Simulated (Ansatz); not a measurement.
## Ligand exchange: C2H6OSn + C2H7NO → CH4O2Sn + C3H9N

Species: C2H6OSn `C[O][Sn][CH3]`, singlet; C2H7NO (ethanolamine) `NCCO`, singlet; CH4O2Sn `C[O][Sn][OH]`, singlet; C3H9N (propylamine) `CCCN`, singlet. The partners trade CH3 for OH: Sn–CH3 and C–OH bonds give way to Sn–OH and C–CH3.

Shapes, held fixed at every level: PBE0-D4/def2-TZVP. Flexible molecules stand in one conformer, not always the lowest. Programs: Ansatz 0.2.0. Electronic energies: no zero-point or thermal term.

```tsv
level	kind	ΔE (kJ/mol)	less CCSD(T)/def2-TZVPP
HF/def2-TZVPP	Hartree–Fock	-132.9	+3.6
B3LYP-D4/def2-TZVPP	global hybrid	-140.2	-3.7
PBE0-D4/def2-TZVPP	global hybrid	-135.8	+0.7
wB97M-V/def2-TZVPP	range-separated hybrid	-138.8	-2.3
MP2/def2-TZVPP	perturbation theory	-144.8	-8.3
CCSD/def2-TZVPP	coupled cluster or CI	-135.4	+1.1
CCSD(T)/def2-TZVPP	coupled cluster or CI	-136.5	0.0
```

The highest level, CCSD(T)/def2-TZVPP, gives ΔE = -136.5 kJ/mol; the levels span -144.8 to -132.9. The column of differences is taken from that level and isn't an error. No measured value is set beside it here. For atoms past krypton def2 sets carry core potentials with scalar relativity. Correlated rows may include outer-core shells of Sn, which these sets cover unevenly.
